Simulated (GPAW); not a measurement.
Runs of GPAW 26.7.0 on CdSe (Cadmoselite). The structure is hexagonal, space group P6_3mc (No. 186). The conventional cell has a = 4.300 Å, b = 4.300 Å, c = 7.020 Å, α = 90.00°, β = 90.00°, γ = 120.00°. Around Cd (site symmetry 3m) lie 4 Se at 2.61 to 2.70 Å. Se (site symmetry 3m) is surrounded by 4 Cd at 2.61 to 2.70 Å. 

| task | level | potentials or basis | spin | cell | k mesh | cutoff (eV) | eigensolver | band path | band points | spin axis theta (degrees) | spin axis phi (degrees) | grid spacing | gap on the mesh (eV) | pressure (GPa) | largest force (eV/Å) |
| --- | --- | --- | --- | --- | --- | --- | --- | --- | --- | --- | --- | --- | --- | --- | --- |
| single point | PBE | GPAW PAW data sets (gpaw-data 1.2.1), pw | off | as given | 7 × 7 × 4 | 600 | - | - | - | - | - | - | 0.70 | 2.8 | 0.28 |
| band structure | revTPSS | GPAW PAW data sets (gpaw-data 1.2.1), pw | SOC, no magnetisation | as given | 5 × 5 × 3 | 600 | davidson | GMKGALHA,LM,KH | 60 | 90 | 45 | - | 0.77 | (b) | 0.26 |
| relaxation of cell and atoms | RPBE+D4 | the program's PAW data sets (release 1.2.1) made for this functional, pw | off | relaxed | 5 × 5 × 3 | 600 | - | - | - | - | - | - | (a) | 0.1 | 0.02 |
| band structure | PBE | GPAW PAW data sets (gpaw-data 1.2.1), lcao:dzp | off | as given | 5 × 5 × 3 | - | - | GMKGALHA,LM,KH | 100 | - | - | 0.2 Å | (c) | - | 0.33 |

Alike in all rows: smearing fermi-dirac 0.05 eV.

Task: Fill in the values left out.

Result: (a) 0.82; (b) 1.3; (c) 0.72.

Caveats: spin-orbit coupling was added after a scalar SCF, so levels and gaps hold it while energy, forces, pressure and moments don't (some runs); this program's spin-orbit splittings come out too wide for heavy elements (some runs); the PAW data sets were made with another functional, which shifts forces and pressure a little (some runs); later steps reuse the first step's grids (some runs); the real-space grid adds noise to forces (some runs); the basis of atomic orbitals isn't converged, which shifts pressures, moduli and gaps (some runs).

A k mesh can miss the band edges, and rows without SOC leave out spin-orbit coupling on Cd, Se.
